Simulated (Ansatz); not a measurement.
Crystal: MnO2.

```
CELL_PARAMETERS angstrom
4.40042 0.00000 0.00000
0.00000 4.40042 0.00000
0.00000 0.00000 2.86708
ATOMIC_POSITIONS crystal
Mn 0.50000 0.50000 0.50000
Mn 0.00000 0.00000 0.00000
O 0.80492 0.19508 0.50000
O 0.69508 0.69508 0.00000
O 0.19508 0.80492 0.50000
O 0.30492 0.30492 0.00000
```

The cell is a database's computed one.

Alike in all runs: program Ansatz 0.2.0; functional PBEsol; potentials or basis Ansatz PAW; cutoff 420 eV (not typed: the program's choice for these potentials); k mesh 6 × 6 × 9; occupations fermi-dirac, width 0.05 eV.

Starts and where they ended:

```csv
start,free energy over the lowest (meV/atom),net moment (μB),site or absolute moments (μB),gap
"collinear spin, ferromagnetic start of up to 4 μB",41.5,5.97,Mn +2.36; O +0.10,none (metal or under the smearing width)
no spin polarisation,221.0,-,-,none (metal or under the smearing width)
"collinear spin, random start of up to 4.04 μB",0.0,0.00,"Mn -2.19, +2.19; O +0.05, -0.05",none (metal or under the smearing width)
"collinear spin, ferromagnetic start of up to 5.5 μB",41.5,5.97,Mn +2.36; O +0.10,none (metal or under the smearing width)
"collinear spin, antiferromagnetic start of up to 4 μB",0.0,0.00,"Mn +2.19, -2.19; O -0.05, +0.05",none (metal or under the smearing width)
"collinear spin, ferrimagnetic start of up to 4 μB",0.0,0.00,"Mn +2.19, -2.19; O -0.05, +0.05",none (metal or under the smearing width)
```

The spin-polarised runs without a constraint all converged, yet they end up to 42 meV/atom apart: a converged run can sit in a state that isn't the lowest. Allowing spin polarisation gains 221 meV/atom. A still lower state may exist.

Caveats: semilocal functionals often make such compounds metallic where correlation or magnetic order opens a gap, which also shifts bond lengths; the magnetic or orbital state may not be the lowest (some runs).
